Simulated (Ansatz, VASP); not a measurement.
# Two plane-wave programs on Sr

```
Sr
1.0
    -2.34618    2.34618    2.34618
     2.34618   -2.34618    2.34618
     2.34618    2.34618   -2.34618
Sr
1
Direct
  0.00000 0.00000 0.00000
```

Alike in both runs: task single point; functional LDA; k mesh 11 × 11 × 11; occupations fermi-dirac, width 0.1 eV; no spin polarisation.

|  | VASP | Ansatz |
| --- | --- | --- |
| version | VASP 6.6.1 | Ansatz 0.2.0 |
| potentials or method | VASP PAW LDA potentials, release 64 (Sr_sv) | plane waves (420 eV) with PAW, scalar-relativistic |
| plane-wave cutoff (eV) | 520 | 420 |
| valence electrons in the cell | 10 | 10 |

```tsv
	VASP	Ansatz	Ansatz less VASP
pressure (GPa)	-0.9	-0.9	+0.01
```

Ansatz warned: «pseudo_functional_mismatch».
